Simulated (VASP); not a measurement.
# W (Fm-3m) in VASP: a series of runs, part 2 of 2

VASP 6.6.1. Earlier steps stand in the parts before.

### Step 3. Relaxation of cell and atoms, PBE

This run uses another cell than the first one, of 16.48 Å³/atom, 0.985 times its volume.

INCAR

```
PREC = Accurate
ENCUT = 520
EDIFF = 1E-7
ISMEAR = 0
SIGMA = 0.1
LREAL = False
LASPH = True
NELM = 120
ALGO = Normal
ISIF = 3
LWAVE = False
LCHARG = False
GGA = PE
IBRION = 2
NSW = 60
EDIFFG = -0.005
POTIM = 0.3
```

KPOINTS

```
Automatic mesh
0
Gamma
  18 18 18
```

POSCAR

```
W                                       
1.0
    0.0000000000      2.0196872441      2.0196872441
    2.0196872441     -0.0000000000      2.0196872441
    2.0196872441      2.0196872441      0.0000000000
  W             
     1
Direct
     0.0000000000000000    0.0000000000000000    0.0000000000000000
```

Potentials or basis: VASP PAW PBE potentials, release 64 (W_sv).

Launch:

```sh
> cat potpaw_PBE.64/W_sv/POTCAR > POTCAR
> mpirun -np 1 vasp_std > vasp.out
```

OUTCAR:

```text
PREC = Accurate
   ENCUT = 520
   EDIFF = 1E-7
   ISMEAR = 0
   LREAL = False
   LASPH = True
   NELM = 120
   ISIF = 3
   GGA = PE
   IBRION = 2
   NSW = 60
   EDIFFG = -0.005
   POTIM = 0.3

 ion  position               nearest neighbor table
   1  0.000  0.000  0.000-

  LATTYP: Found a face centered cubic cell.
 ALAT       =     4.0393744882

  Lattice vectors:

 A1 = (   0.0000000000,   2.0196872441,   2.0196872441)
 A2 = (   2.0196872441,   0.0000000000,   2.0196872441)
 A3 = (   2.0196872441,   2.0196872441,   0.0000000000)

Analysis of symmetry for initial positions (statically):
=====================================================================
 Subroutine PRICEL returns:
 Original cell was already a primitive cell.

 Routine SETGRP: Setting up the symmetry group for a
 face centered cubic supercell.

 Subroutine GETGRP returns: Found 48 space group operations
 (whereof 48 operations were pure point group operations)
 out of a pool of 48 trial point group operations.

The static configuration has the point symmetry O_h .

Analysis of symmetry for dynamics (positions and initial velocities):
=====================================================================
 Subroutine PRICEL returns:
 Original cell was already a primitive cell.

 Routine SETGRP: Setting up the symmetry group for a
 face centered cubic supercell.

 Subroutine GETGRP returns: Found 48 space group operations
 (whereof 48 operations were pure point group operations)
 out of a pool of 48 trial point group operations.

The dynamic configuration has the point symmetry O_h .

 Subroutine INISYM returns: Found 48 space group operations
 (whereof 48 operations are pure point group operations),
 and found     1 'primitive' translations

----------------------------------------------------------------------------------------

                                     Primitive cell

  volume of cell :      16.4772

  direct lattice vectors                    reciprocal lattice vectors
     0.000000000  2.019687244  2.019687244    -0.247563083  0.247563083  0.247563083
     2.019687244  0.000000000  2.019687244     0.247563083 -0.247563083  0.247563083
     2.019687244  2.019687244  0.000000000     0.247563083  0.247563083 -0.247563083

  length of vectors
     2.856269092  2.856269092  2.856269092     0.428791837  0.428791837  0.428791837

  position of ions in fractional coordinates (direct lattice)
     0.000000000  0.000000000  0.000000000

  ion indices of the primitive-cell ions
   primitive index   ion index
                 1           1

----------------------------------------------------------------------------------------

 KPOINTS: Automatic mesh

Automatic generation of k-mesh.
 Grid dimensions read from file:
 generate k-points for:   18   18   18

 Generating k-lattice:

  Cartesian coordinates                     Fractional coordinates (reciprocal lattice)
    -0.013753505  0.013753505  0.013753505     0.055555556  0.000000000  0.000000000
     0.013753505 -0.013753505  0.013753505     0.000000000  0.055555556  0.000000000
     0.013753505  0.013753505 -0.013753505     0.000000000  0.000000000  0.055555556

  Length of vectors
     0.023821769  0.023821769  0.023821769

  Shift w.r.t. Gamma in fractional coordinates (k-lattice)
     0.000000000  0.000000000  0.000000000

 Subroutine IBZKPT returns following result:
 ===========================================

 Found    195 irreducible k-points:

 Following reciprocal coordinates:
            Coordinates               Weight
  0.000000  0.000000  0.000000      1.000000
  0.055556  0.000000  0.000000      8.000000
  0.111111  0.000000  0.000000      8.000000
  0.166667  0.000000  0.000000      8.000000
  0.222222  0.000000  0.000000      8.000000
  0.277778  0.000000  0.000000      8.000000
[... 16 lines left out ...]
 -0.277778  0.055556  0.000000     24.000000
 -0.222222  0.055556  0.000000     24.000000
 [... further k-points ...]
   k-points           NKPTS =    195   k-points in BZ     NKDIM =    195   number of bands    NBANDS=     11
   number of dos      NEDOS =    301   number of ions     NIONS =      1
   total plane-waves  NPLWV =  13824
   dimension x,y,z NGX =    24 NGY =   24 NGZ =   24
   dimension x,y,z NGXF=    48 NGYF=   48 NGZF=   48
   ions per type =               1
   NGX,Y,Z   is equivalent  to a cutoff of  13.97, 13.97, 13.97 a.u.
   NGXF,Y,Z  is equivalent  to a cutoff of  27.94, 27.94, 27.94 a.u.
 SYSTEM =  unknown system
   PREC   = accura    normal or accurate (medium, high low for compatibility)
   ISTART =      0    job   : 0-new  1-cont  2-samecut
   ICHARG =      2    charge: 1-file 2-atom 10-const
   ISPIN  =      1    spin polarized calculation?
   LNONCOLLINEAR =      F non collinear calculations
   LSORBIT =      F    spin-orbit coupling
   LASPH  =      T    aspherical Exc in radial PAW
   ENCUT  =  520.0 eV  38.22 Ry    6.18 a.u.   5.31  5.31  5.31*2*pi/ulx,y,z
   NELM   =    120;   NELMIN=  2; NELMDL= -5     # of ELM steps
   EDIFF  = 0.1E-06   stopping-criterion for ELM
   LREAL  =      F    real-space projection
   EDIFFG = -.5E-02   stopping-criterion for IOM
   NSW    =     60    number of steps for IOM
   IBRION =      2    ionic relax: 0-MD 1-quasi-New 2-CG
   NFREE  =      1    steps in history (QN), initial steepest desc. (CG)
   ISIF   =      3    stress and relaxation
   ISYM   =      2    0-nonsym 1-usesym 2-fastsym
   POTIM  = 0.3000    time-step for ionic-motion
   TEBEG  =    0.0;   TEEND  =   0.0 temperature during run
   PSTRESS=    0.0 pullay stress
   NELECT =      14.0000    total number of electrons
   NUPDOWN=      -1.0000    fix difference up-down
   EMIN   =  10.00;   EMAX   =-10.00  energy-range for DOS
   EFERMI =   0.00;   METHOD = LEGACY
   ISMEAR =     0;   SIGMA  =   0.10  broadening in eV -4-tet -1-fermi 0-gaus
   EFERMI_NEDOS =   21; number of points for ismear=-14 and -15
   IALGO  =     38    algorithm
   IMIX   =      4    mixing-type and parameters
     AMIX     =   0.40;   BMIX     =  1.00
     AMIX_MAG =   1.60;   BMIX_MAG =  1.00
  volume/ion in A,a.u.               =      16.48       111.19
  Fermi-wavevector in a.u.,A,eV,Ry     =   1.550565  2.930144 32.711844  2.404253
  Thomas-Fermi vector in A             =   2.655210
   LORBIT       =      0    0 simple, 1 ext, 2 COOP (PROOUT), +10 PAW based schemes
   GGA     = PE    functional components
   LHFCALC =     F    Hartree Fock is set to
   AEXX    =    0.0000 exact exchange contribution
   IVDW    =     0    specifies the selected vdW correction
   LEPSILON=     F    determine dielectric tensor
   LRPA    =     F    only Hartree local field effects (RPA)
 conjugate gradient relaxation of ions
 non-spin polarized calculation
 Gauss-broadening in eV      SIGMA  =   0.10
  energy-cutoff  :      520.00
  volume of cell :       16.48
 maximum number of plane-waves:       459
 NGX is ok and might be reduce to    24
   NGX = 11   NGY = 11   NGZ = 11

 number of electron      14.0000002 magnetization

 Free energy of the ion-electron system (eV)
  ---------------------------------------------------
  ext. energy  EPLUGINS =         0.00000000
  ---------------------------------------------------
  free energy    TOTEN  =       -12.47526129 eV

  energy without entropy =      -12.46858475  energy(sigma->0) =      -12.47192302

 E-fermi :  10.4262     XC(G=0): -13.4135

 val. band max:       10.4254617022   @ k =  -0.1667   0.0556   0.0000
 cond. band min:      10.4380069703   @ k =  -0.2222   0.0556   0.0000
 fundamental gap:      0.0125452680
 Fermi energy:        10.4261620990

 k-point     1 :       0.0000    0.0000    0.0000
  band No.  band energies     occupation
      1     -63.2489      2.00000
      2     -26.8846      2.00000
      3     -26.8846      2.00000
      4     -26.8846      2.00000
      5       1.4628      2.00000
      6       9.8808      2.00000
      7       9.8808      2.00000
      8       9.8808      2.00000
      9      12.9883      0.00000
     10      12.9883      0.00000
     11      23.2152      0.00000
[... 309 lines left out ...]
 k-point    24 :      -0.2222    0.0556    0.0000
  band No.  band energies     occupation
      1     -63.1979      2.00000
      2     -27.4395      2.00000
      3     -26.9949      2.00000
      4     -26.9447      2.00000
      5       3.6686      2.00000
      6       8.7882      2.00000
      7      10.2894      1.94696
      8      10.4380      0.86697
      9      12.5079      0.00000
     10      13.5298      0.00000
     11      23.8411      0.00000

 [... further k-points ...]

------------------------ aborting loop because EDIFF is reached ----------------------------------------

  FORCE on cell =-STRESS in cart. coord.  units (eV):
  Direction    XX          YY          ZZ          XY          YZ          ZX
  --------------------------------------------------------------------------------------
  -------------------------------------------------------------------------------------
  Total        0.0003487      0.0003487      0.0003487      0.0000000      0.0000000     -0.0000000
  in kB        0.0339046      0.0339046      0.0339046      0.0000000      0.0000000     -0.0000000
  external PRESSURE =       0.0339046 kB  Pullay stress =       0.0000000 kB

 VOLUME and BASIS-vectors are now :
 -----------------------------------------------------------------------------
  energy-cutoff  :      520.00
  volume of cell :       16.48
      direct lattice vectors                 reciprocal lattice vectors
     0.000000000  2.019687244  2.019687244    -0.247563083  0.247563083  0.247563083
     2.019687244  0.000000000  2.019687244     0.247563083 -0.247563083  0.247563083
     2.019687244  2.019687244  0.000000000     0.247563083  0.247563083 -0.247563083

 POSITION                                       TOTAL-FORCE (eV/Angst)
 -----------------------------------------------------------------------------------
      0.00000      0.00000      0.00000         0.000000      0.000000      0.000000
 -----------------------------------------------------------------------------------
    total drift:                                0.000000      0.000000     -0.000000

  FREE ENERGIE OF THE ION-ELECTRON SYSTEM (eV)
  ---------------------------------------------------
  free  energy   TOTEN  =       -12.4752612880 eV

  energy  without entropy=      -12.4685847486  energy(sigma->0) =      -12.47192302

 reached required accuracy - stopping structural energy minimisation
```

It took 17 s on 1 thread of Intel Xeon Platinum 8375C at 2.90GHz (Ice Lake), shared host; peak memory 0.17 GiB.

Results:

```
Free energy             : -12.4753 eV
Pressure after relaxing : 0.0 GPa
Band gap on the k mesh  : none (metal or under the smearing width)
```

Final structure:
```xyz
1
Lattice="0.0000 2.0197 2.0197 2.0197 0.0000 2.0197 2.0197 2.0197 0.0000" Properties=species:S:1:pos:R:3 pbc="T T T"
W     0.0000    0.0000    0.0000
```

Levels at points of the mesh, in eV from the Fermi level:
```
           k point  band 3  band 4  band 5  band 6  band 7  band 8  band 9  band 10  band 11
(0.00, 0.00, 0.00)  -37.31  -37.31   -8.96   -0.55   -0.55   -0.55    2.56     2.56    12.79
(0.50, 0.00, 0.00)  -37.46  -37.46   -5.57   -0.77   -0.77    0.63    5.02     5.02    10.24
(0.50, 0.50, 0.00)  -37.72  -37.72   -5.45   -4.49    3.03    4.99    5.75     5.75    11.71
```

Caveat: the relaxation stopped at its first step, so nothing moved.
